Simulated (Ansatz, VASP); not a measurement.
One calculation of Sb2Pt, two programs

The input INCAR:

```
SYSTEM = Sb2Pt
  PREC = Accurate
  ENCUT = 520
  EDIFF = 1E-7
  ISMEAR = 0
  SIGMA = 0.1
  LREAL = .FALSE.
  LASPH = .TRUE.
  NELM = 100
  ALGO = Fast
  ISIF = 2
  LWAVE = .FALSE.
  LCHARG = .FALSE.
  GGA = PE
  NBANDS = 52
```

File KPOINTS:

```
regular mesh
0
G
  4 4 4
  0 0 0
```

The input POSCAR:

```
Sb2Pt
1.0
    6.4997749300      0.0000000000      0.0000000000
    0.0000000000      6.4997749300      0.0000000000
    0.0000000000      0.0000000000      6.4997749300
Sb Pt
8 4
Direct
    0.3752527800      0.1247472200      0.8752527800
    0.1247472200      0.8752527800      0.3752527800
    0.8752527800      0.3752527800      0.1247472200
    0.6247472200      0.6247472200      0.6247472200
    0.3752527800      0.3752527800      0.3752527800
    0.1247472200      0.6247472200      0.8752527800
    0.8752527800      0.1247472200      0.6247472200
    0.6247472200      0.8752527800      0.1247472200
    0.0000000000      0.5000000000      0.5000000000
    0.5000000000      0.5000000000      0.0000000000
    0.5000000000      0.0000000000      0.5000000000
    0.0000000000      0.0000000000      0.0000000000
```

Input for Ansatz:

```yaml
crystal:
  lattice:
    - [6.499775, 0.0, 0.0]
    - [0.0, 6.499775, 0.0]
    - [0.0, 0.0, 6.499775]
  atoms:
    - { symbol: Sb, position: [0.375253, 0.124747, 0.875253] }
    - { symbol: Sb, position: [0.124747, 0.875253, 0.375253] }
    - { symbol: Sb, position: [0.875253, 0.375253, 0.124747] }
    - { symbol: Sb, position: [0.624747, 0.624747, 0.624747] }
    - { symbol: Sb, position: [0.375253, 0.375253, 0.375253] }
    - { symbol: Sb, position: [0.124747, 0.624747, 0.875253] }
    - { symbol: Sb, position: [0.875253, 0.124747, 0.624747] }
    - { symbol: Sb, position: [0.624747, 0.875253, 0.124747] }
    - { symbol: Pt, position: [0.0, 0.5, 0.5] }
    - { symbol: Pt, position: [0.5, 0.5, 0.0] }
    - { symbol: Pt, position: [0.5, 0.0, 0.5] }
    - { symbol: Pt, position: [0.0, 0.0, 0.0] }
basis:
  ecutwfc: 420
kpoints:
  mp_grid: { grid: [4, 4, 4] }
hamiltonian:
  xc: pbe
scf:
  occupations: { method: gaussian, width: 0.1 }
output:
  forces: true
  stress: true
  eigenvalues: true
```

The cell is a database's computed one.

Alike in both runs: task single point; functional PBE; k mesh 4 × 4 × 4; occupations gaussian, width 0.1 eV; no spin polarisation.

|  | VASP | Ansatz |
| --- | --- | --- |
| version | VASP 6.6.1 | Ansatz 0.2.0 |
| potentials or method | VASP PAW PBE potentials, release 64 (Sb, Pt) | scalar-relativistic, plane waves, PAW |
| plane-wave cutoff (eV) | 520 | 420 |
| valence electrons in the cell | 80 | 192 |

Ansatz gave:

| Property | Result |
| --- | --- |
| gap on the k mesh at the Fermi level (eV) | none |
| pressure (GPa) | 2.9 |
| rms of the force components (eV/Å) | 0.039 |

Task: Estimate VASP's values.

Result: gap on the k mesh at the Fermi level (eV): none; pressure (GPa): 2.6; rms of the force components (eV/Å): 0.053.

Atom by atom the forces differ by 0.013 eV/Å (rms over components). A gap of «none» marks a metal or a gap that the smearing closes. The two sets of potentials don't hold the same shells in valence.

The runs have no spin-orbit coupling, so splittings on Pt, Sb are missing.
